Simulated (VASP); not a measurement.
Wanted: the native input for a VASP 6.6.1 run.

| Quantity | Value |
| --- | --- |
| Task | relaxation of the atoms |
| Functional | PBEsol |
| Potentials or basis | VASP PAW PBE potentials, release 64 (Pt) |
| Cutoff | 520 eV |
| k mesh | 9 × 9 × 1 |
| Occupations | methfessel-paxton, width 0.1 eV |
| Spin | no spin polarisation |
| Dipole correction | yes |
| Further INCAR settings | ALGO = Fast; EDIFF = 1e-06; IBRION = 2; EDIFFG = -0.02; NSW = 90 |

The structure of Pt lies in POSCAR:

```
Pt
1.0
    3.8947800000      0.0000000000      0.0000000000
    0.0000000000      3.8947800000      0.0000000000
    0.0000000000      0.0000000000     27.8498739800
Pt
8
Direct
    0.5000000000      0.0000000000      0.3938897500
    0.0000000000      0.5000000000      0.3938897500
    0.0000000000      0.0000000000      0.4646311100
    0.5000000000      0.5000000000      0.4646311100
    0.5000000000      0.0000000000      0.5353688900
    0.0000000000      0.5000000000      0.5353688900
    0.0000000000      1.0000000000      0.6061102500
    0.5000000000      0.5000000000      0.6061102500
```

The cell was built by a generator and needn't be a form met in nature.

One way to write it, as run:

INCAR

```
  PREC = Accurate
  ENCUT = 520
  EDIFF = 1E-6
  ISMEAR = 1
  SIGMA = 0.1
  LREAL = F
  LASPH = T
  NELM = 120
  ALGO = Fast
  ISIF = 2
  LWAVE = F
  LCHARG = F
  LDIPOL = T
  IDIPOL = 3
  DIPOL = 0.5 0.5 0.500
  GGA = PS
  IBRION = 2
  NSW = 90
  EDIFFG = -0.02
  KPAR = 2
```

KPOINTS

```
regular mesh
0
Gamma
  9 9 1
```

Potentials or basis: VASP PAW PBE potentials, release 64 (Pt).

Launch:

```sh
$ cat potpaw_PBE.64/Pt/POTCAR > POTCAR
$ mpirun -np 2 vasp_std > vasp.out
```

Results of the run:

The energy gained by relaxing is 6.1 meV/atom and the ionic steps are 7. The largest force after relaxing is 0.017 eV/Å and the band gap on the k mesh is none (metal or under the smearing width).

Caveat: the PAW data sets were made with another functional, which shifts forces and pressure a little.

Run time: 9.8 min on 2 MPI ranks on Intel(R) Xeon(R) 6975P-C (Granite Rapids) (shared host), peak memory 0.59 GiB a rank.
